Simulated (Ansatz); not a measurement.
A run of Ansatz 0.2.0 is set up as follows.

File input.yaml:

```yaml
crystal:
  lattice:
    - [2.881, 0.0, 0.0]
    - [0.0, 2.881, 0.0]
    - [0.0, 0.0, 2.881]
  atoms:
    - { symbol: Ni, position: [0.5, 0.5, 0.5], spin: 1.0 }
    - { symbol: Al, position: [0.0, 0.0, 0.0] }
hamiltonian:
  xc: rpbe
  pseudopotentials: { kind: paw }
  dispersion: d3bj
magnetization:
  spin_polarized: true
kpoints:
  mp_grid: { grid: [9, 9, 9] }
scf:
  occupations: { method: fermi_dirac, width: 0.05 }
output:
  forces: true
  stress: true
  write_density: true
  write_potential: true
  elf: true
  volumetric_format: npy
relax:
  f_tol: 0.01
  max_steps: 40
  cell: { stress_tol: 0.05 }
```

Potentials or basis: Ansatz PAW.

Command:

```console
$ ansatz run input.yaml --threads 2 --pin off --max-ram 5632MiB --backend cpu --events-out ev --progress --plain --runs-dir out
```

Task: Predict the space group after relaxing (to 0.05 Å).

Result: Pm-3m (No. 221).

Task: Estimate the absolute moment.

Result: 0.00 μB per cell.

Task: What does it give for the relaxed volume?

Result: 10.39 Å³/atom.

Task: Predict the relaxed cell.

Result: a = 2.749 Å, b = 2.749 Å, c = 2.749 Å, α = 90.00°, β = 90.00°, γ = 90.00°.

Final structure:
```
Ni Al
1.0
     2.74885    0.00000    0.00000
     0.00000    2.74885    0.00000
     0.00000    0.00000    2.74885
Ni Al
1 1
Cartesian
  1.3744 1.3744 1.3744
  0.0000 0.0000 0.0000
```

Caveat: the volume moved by -13 % from the deposited cell, more than functionals usually miss; pairwise dispersion overbinds metals, which lowers pressure and volume; the PAW data sets come from PBE, with cores solved anew for the run's functional, which leaves a small shift of forces and pressure; the starting moments weren't kept.
